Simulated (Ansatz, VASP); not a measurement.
**One calculation of W, two programs**

```
W
1.0
     0.00000    2.03000    2.03000
     2.03000    0.00000    2.03000
     2.03000    2.03000    0.00000
W
1
Direct
  0.00000 0.00000 0.00000
```

Alike in both runs: task single point; functional PBE; k mesh 11 × 11 × 11; occupations fermi-dirac, width 0.05 eV; no spin polarisation.

|  | VASP | Ansatz |
| --- | --- | --- |
| version | VASP 6.6.1 | Ansatz 0.2.0 |
| potentials or method | VASP PAW PBE potentials, release 64 (W_sv), cutoff 520 eV | all-electron LAPW, scalar-relativistic |

Ansatz gave:

- gap on the k mesh at the Fermi level (eV): none
- pressure (GPa): -4.7

What did VASP give for the same quantities?

gap on the k mesh at the Fermi level (eV): none; pressure (GPa): -4.5.

A gap of «none» marks a metal or a gap that the smearing closes. Ansatz ran all-electron here, so the differences hold the error of VASP's frozen core and of both bases.

The runs have no spin-orbit coupling, so splittings on W are missing.
